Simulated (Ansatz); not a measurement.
Write the native input for Ansatz 0.2.0 that does the following.

```
Task                : single point
Functional          : PBE
Potentials or basis : Ansatz PAW
Cutoff              : 350 eV
Density cutoff      : 1400 eV
k mesh              : 9 × 5 × 5
Occupations         : fermi-dirac, width 0.05 eV
Spin                : no spin polarisation
```

Crystal: CuO.

```xyz
8
Lattice="2.3418 -1.7113 0.0000 -1.4918 -1.7113 -5.0579 2.3418 5.1339 0.0000" Properties=species:S:1:pos:R:3 pbc="T T T"
Cu    0.0059   -0.6953   -4.8382
Cu    3.1860    2.4066   -0.2196
Cu    1.5778    2.0647   -2.6395
Cu    1.6140   -0.3534   -2.4183
O    -0.0539   -1.8744   -3.5775
O     1.3289    1.3158   -4.0093
O     0.1793   -0.6038   -1.7610
O     2.5875   -0.5489   -0.7679
```

These files were run (other wordings do the same):

input.yaml

```yaml
crystal:
  lattice:
    - [2.34185, -1.7113, 0.0]
    - [-1.49182, -1.7113, -5.05787]
    - [2.34185, 5.1339, 0.0]
  atoms:
    - { symbol: Cu, position: [0.32132716, 0.95657656, 0.29054178] }
    - { symbol: Cu, position: [0.67867284, 0.04342344, 0.70945822] }
    - { symbol: Cu, position: [0.3225567, 0.52186451, 0.68364633] }
    - { symbol: Cu, position: [0.6774433, 0.47813549, 0.31635367] }
    - { symbol: O, position: [0.41767164, 0.70732048, 0.00989985] }
    - { symbol: O, position: [0.41392836, 0.79267952, 0.65850015] }
    - { symbol: O, position: [0.22493959, 0.34816805, 0.07342398] }
    - { symbol: O, position: [0.94346041, 0.15183195, 0.25817602] }
hamiltonian:
  xc: pbe
  pseudopotentials: { kind: paw }
kpoints:
  mp_grid: { grid: [9, 5, 5] }
scf:
  occupations: { method: fermi_dirac, width: 0.05 }
basis:
  ecutwfc: "350 eV"
output:
  forces: true
  stress: true
  eigenvalues: true
  write_density: true
  write_potential: true
  elf: true
  volumetric_format: npy
```

Potentials or basis: Ansatz PAW.

Launch:

```sh
$ ansatz run input.yaml --threads 4 --pin off --max-ram 11264MiB --backend cpu --events-out ev --progress --plain --runs-dir out
```

It gave:

The pressure is 55.9 GPa. The largest force is 16.277 eV/Å and the band gap on the k mesh is none (metal or under the smearing width).

Caveat: a pressure of tens of GPa on the cell as given is suspect, and the run, the potentials or the cell itself is likely at fault; the pressure holds a Pulay correction of +7.9 GPa for the finite cutoff; the run has no spin polarisation, though such a crystal can be magnetic; semilocal functionals often make such compounds metallic where correlation or magnetic order opens a gap, which also shifts bond lengths; forces of over 1 eV/Å show positions far from the minimum, so gaps and moduli don't describe the material at rest; the cutoff lies under the one recommended for these potentials.

It took 14 s on 4 threads of Arm Neoverse V2, with other jobs on the host, peak memory 0.58 GiB.
